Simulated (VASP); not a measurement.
# Si (I4/mmm) in VASP: notebook

The runs below take Si through single point, with PBEsol.

Program: VASP 6.6.1. These are calculated values, not measurements. Logs are shortened: lines on timing, memory, paths and dates and some standing lists are left out, and cuts for length are marked.

## Step 1: The structure

Symmetry: I4/mmm, No. 139, tetragonal system. The conventional cell has a = 3.254 Å, b = 3.254 Å, c = 2.641 Å, α = 90.00°, β = 90.00°, γ = 90.00°. Si (site symmetry 4/mmm) has 10 Si at 2.64 to 2.65 Å as nearest neighbours.

This isn't the form of Si at room conditions, which is diamond.

## Step 2: Single point, PBEsol

The input, INCAR:

```
SYSTEM = Si
PREC     = Low            ! precision mode
ENCUT    = 450            ! plane-wave cutoff, eV
EDIFF    = 1E-6           ! SCF threshold, eV
ISMEAR   = 0              ! smearing method
SIGMA    = 0.05           ! smearing width, eV
LREAL    = .False.        ! projectors in reciprocal space
LASPH    = .True.         ! aspherical terms in the spheres
NELM     = 100            ! most SCF steps
ALGO     = Normal         ! electronic algorithm
ISIF     = 2              ! what is computed and relaxed
LWAVE    = .False.        ! write WAVECAR
LCHARG   = .False.        ! write CHGCAR
GGA      = PS             ! functional
ADDGRID  = .False.
```

The input, KPOINTS:

```
Automatic mesh
0
Gamma
  5 5 5
  0 0 0
```

The input, POSCAR:

```
Si
1.0
   -1.6269149300      1.6269149300      1.3203298500
    1.6269149300     -1.6269149300      1.3203298500
    1.6269149300      1.6269149300     -1.3203298500
Si
1
Direct
    0.0000000000      0.0000000000      0.0000000000
```

Potentials or basis: VASP PAW PBE potentials, release 64 (Si).

The run is started by

```sh
$ cat potpaw_PBE.64/Si/POTCAR > POTCAR
$ mpirun -np 1 vasp_std > vasp.out
```

OUTCAR:

```text
SYSTEM = Si
   PREC = Low
   ENCUT = 450
   EDIFF = 1E-6
   ISMEAR = 0
   LREAL = .False.
   LASPH = .True.
   NELM = 100
   ISIF = 2
   GGA = PS

 Found     18 irreducible k-points:

 Following reciprocal coordinates:
            Coordinates               Weight
  0.000000  0.000000  0.000000      1.000000
  0.200000  0.000000 -0.000000      8.000000
  0.400000  0.000000 -0.000000      8.000000
  0.200000  0.200000 -0.000000      8.000000
  0.400000  0.200000  0.000000     16.000000
 -0.400000  0.200000  0.000000     16.000000
   k-points           NKPTS =     18   k-points in BZ     NKDIM =     18   number of bands    NBANDS=      6
   number of dos      NEDOS =    301   number of ions     NIONS =      1
   total plane-waves  NPLWV =   2744
   dimension x,y,z NGX =    14 NGY =   14 NGZ =   14
   dimension x,y,z NGXF=    14 NGYF=   14 NGZF=   14
   ions per type =               1
   NGX,Y,Z   is equivalent  to a cutoff of   8.77,  8.77,  8.77 a.u.
   NGXF,Y,Z  is equivalent  to a cutoff of   8.77,  8.77,  8.77 a.u.
 SYSTEM =  Si
   PREC   = low       normal or accurate (medium, high low for compatibility)
   ISTART =      0    job   : 0-new  1-cont  2-samecut
   ICHARG =      2    charge: 1-file 2-atom 10-const
   ISPIN  =      1    spin polarized calculation?
   LNONCOLLINEAR =      F non collinear calculations
   LSORBIT =      F    spin-orbit coupling
   LASPH  =      T    aspherical Exc in radial PAW
   ENCUT  =  450.0 eV  33.07 Ry    5.75 a.u.   4.59  4.59  4.59*2*pi/ulx,y,z
   NELM   =    100;   NELMIN=  2; NELMDL= -5     # of ELM steps
   EDIFF  = 0.1E-05   stopping-criterion for ELM
   LREAL  =      F    real-space projection
   EDIFFG = 0.1E-04   stopping-criterion for IOM
   NSW    =      0    number of steps for IOM
   IBRION =     -1    ionic relax: 0-MD 1-quasi-New 2-CG
   NFREE  =      0    steps in history (QN), initial steepest desc. (CG)
   ISIF   =      2    stress and relaxation
   ISYM   =      2    0-nonsym 1-usesym 2-fastsym
   POTIM  = 0.5000    time-step for ionic-motion
   TEBEG  =    0.0;   TEEND  =   0.0 temperature during run
   PSTRESS=    0.0 pullay stress
   NELECT =       4.0000    total number of electrons
   NUPDOWN=      -1.0000    fix difference up-down
   EMIN   =  10.00;   EMAX   =-10.00  energy-range for DOS
   EFERMI =   0.00;   METHOD = LEGACY
   ISMEAR =     0;   SIGMA  =   0.05  broadening in eV -4-tet -1-fermi 0-gaus
   EFERMI_NEDOS =   21; number of points for ismear=-14 and -15
   IALGO  =     38    algorithm
   IMIX   =      4    mixing-type and parameters
     AMIX     =   0.40;   BMIX     =  1.00
     AMIX_MAG =   1.60;   BMIX_MAG =  1.00
  volume/ion in A,a.u.               =      13.98        94.33
  Fermi-wavevector in a.u.,A,eV,Ry     =   1.078791  2.038620 15.834335  1.163791
  Thomas-Fermi vector in A             =   2.214739
   LORBIT       =      0    0 simple, 1 ext, 2 COOP (PROOUT), +10 PAW based schemes
   GGA     = PS    functional components
   LHFCALC =     F    Hartree Fock is set to
   AEXX    =    0.0000 exact exchange contribution
   IVDW    =     0    specifies the selected vdW correction
   LEPSILON=     F    determine dielectric tensor
   LRPA    =     F    only Hartree local field effects (RPA)
 non-spin polarized calculation
 Gauss-broadening in eV      SIGMA  =   0.05
  energy-cutoff  :      450.00
  volume of cell :       13.98
 maximum number of plane-waves:       311
   NGX =  9   NGY =  9   NGZ =  9

 number of electron       4.0000056 magnetization

 Free energy of the ion-electron system (eV)
  ---------------------------------------------------
  ext. energy  EPLUGINS =         0.00000000
  ---------------------------------------------------
  free energy    TOTEN  =        -5.21691788 eV

  energy without entropy =       -5.21646653  energy(sigma->0) =       -5.21669220

 E-fermi :  10.1105     XC(G=0): -11.3721

 val. band max:       10.1104849481   @ k =  -0.4000  -0.4000   0.4000
 cond. band min:      10.4988425612   @ k =   0.2000   0.2000   0.2000
 fundamental gap:      0.3883576130
 Fermi energy:        10.1104849482

 k-point     1 :       0.0000    0.0000    0.0000
  band No.  band energies     occupation
      1      -4.2106      2.00000
      2      20.1249      0.00000
      3      20.6959      0.00000
      4      20.6960      0.00000
      5      23.5256      0.00000
      6      24.4731      0.00000

 k-point     2 :       0.2000    0.0000   -0.0000
  band No.  band energies     occupation
      1      -2.8318      2.00000
      2      16.6062      0.00000
      3      16.7715      0.00000
      4      18.6151      0.00000
      5      20.8900      0.00000
      6      23.2957      0.00000

 k-point     3 :       0.4000    0.0000   -0.0000
  band No.  band energies     occupation
      1       1.2479      2.00000
      2       7.8815      2.00000
      3      15.4134      0.00000
      4      17.2504      0.00000
      5      17.4076      0.00000
      6      20.3043      0.00000

 k-point     4 :       0.2000    0.2000   -0.0000
  band No.  band energies     occupation
      1       0.1803      2.00000
      2      11.4651      0.00000
      3      12.4375      0.00000
      4      15.5225      0.00000
      5      21.4057      0.00000
      6      23.2580      0.00000

 k-point     5 :       0.4000    0.2000    0.0000
  band No.  band energies     occupation
      1       4.3732      2.00000
      2       5.8376      2.00000
      3       9.6668      2.00000
      4      15.8234      0.00000
      5      20.2757      0.00000
      6      24.5056      0.00000

 k-point     6 :      -0.4000    0.2000    0.0000
  band No.  band energies     occupation
      1      -0.6734      2.00000
      2       9.8432      2.00000
      3      13.7768      0.00000
      4      18.2909      0.00000
      5      20.8516      0.00000
      6      27.4685      0.00000

 [... further k-points ...]
[... 5 lines left out ...]
  --------------------------------------------------------------------------------------
  -------------------------------------------------------------------------------------
  Total        0.7345535      0.7345535     -0.1874100      0.0000000     -0.0000000      0.0000000
  in kB       84.1902635     84.1902635    -21.4798524      0.0000000     -0.0000000      0.0000000
  external PRESSURE =      48.9668915 kB  Pullay stress =       0.0000000 kB

 VOLUME and BASIS-vectors are now :
 -----------------------------------------------------------------------------
  energy-cutoff  :      450.00
  volume of cell :       13.98
      direct lattice vectors                 reciprocal lattice vectors
    -1.626914930  1.626914930  1.320329850     0.000000000  0.307330144  0.378693249
     1.626914930 -1.626914930  1.320329850     0.307330144  0.000000000  0.378693249
     1.626914930  1.626914930 -1.320329850     0.307330144  0.307330144  0.000000000

 POSITION                                       TOTAL-FORCE (eV/Angst)
 -----------------------------------------------------------------------------------
      0.00000      0.00000      0.00000         0.000000     -0.000000      0.000000
 -----------------------------------------------------------------------------------
    total drift:                               -0.000000     -0.000000     -0.000000

  FREE ENERGIE OF THE ION-ELECTRON SYSTEM (eV)
  ---------------------------------------------------
  free  energy   TOTEN  =        -5.2169178808 eV

  energy  without entropy=       -5.2164665291  energy(sigma->0) =       -5.21669220
```

OSZICAR:

```text
N       E                     dE             d eps       ncg     rms          rms(c)
DAV:   1    -0.126079806357E+01   -0.12608E+01   -0.15695E+03   234   0.435E+02
DAV:   2    -0.519920997661E+01   -0.39384E+01   -0.37098E+01   312   0.385E+01
DAV:   3    -0.523877233257E+01   -0.39562E-01   -0.39562E-01   264   0.441E+00
DAV:   4    -0.523883152302E+01   -0.59190E-04   -0.59189E-04   330   0.197E-01
DAV:   5    -0.523883153095E+01   -0.79317E-08   -0.78961E-08   252   0.128E-03    0.301E+00
DAV:   6    -0.522488752045E+01    0.13944E-01   -0.37236E-03   258   0.356E-01    0.167E+00
DAV:   7    -0.521695282649E+01    0.79347E-02   -0.74135E-03   240   0.503E-01    0.126E-01
DAV:   8    -0.521691774471E+01    0.35082E-04   -0.34186E-05   342   0.579E-02    0.150E-02
DAV:   9    -0.521691788078E+01   -0.13607E-06   -0.19438E-07   216   0.351E-03
   1 F= -.52169179E+01 E0= -.52166922E+01  d E =-.451352E-03
```

Run time: 0.9 s. Hardware: 1 thread of Intel Xeon 6975P-C (Granite Rapids), shared host; peak memory 0.1 GiB.

The run converged, but some of its settings lie outside the range that counts as converged, so its numbers aren't taken as properties of the crystal.

What came out:

* Free energy: -5.2169 eV
* Pressure: 4.9 GPa
* Band gap on the k mesh: none (metal or under the smearing width)

Caveat: the k mesh is coarse (spacing up to 0.61 Å⁻¹), so the values aren't converged; the PAW data sets were made with another functional, which shifts forces and pressure a little.

## Step 3: Single point, PBEsol

Changes to INCAR since step 2:

```diff
@@ -1,3 +1,3 @@
 SYSTEM = Si
-PREC     = Low            ! precision mode
+PREC     = Normal         ! precision mode
 ENCUT    = 450            ! plane-wave cutoff, eV
```

KPOINTS is that of step 2.

POSCAR is that of step 2.

Potentials or basis: VASP PAW PBE potentials, release 64 (Si).

The run is started by

```sh
$ cat potpaw_PBE.64/Si/POTCAR > POTCAR
$ mpirun -np 1 vasp_std > vasp.out
```

Wall time 0.9 s (1 thread of Intel Xeon 6975P-C (Granite Rapids), shared host); peak memory 0.1 GiB.

The run converged, but some of its settings lie outside the range that counts as converged, so its numbers aren't taken as properties of the crystal.

Results:

| Quantity | Value |
| --- | --- |
| Free energy | -5.2169 eV |
| Pressure | 4.9 GPa |
| Band gap on the k mesh | none (metal or under the smearing width) |

Caveat: the k mesh is coarse (spacing up to 0.61 Å⁻¹), so the values aren't converged; the PAW data sets were made with another functional, which shifts forces and pressure a little.

[end of part 1 of 2]
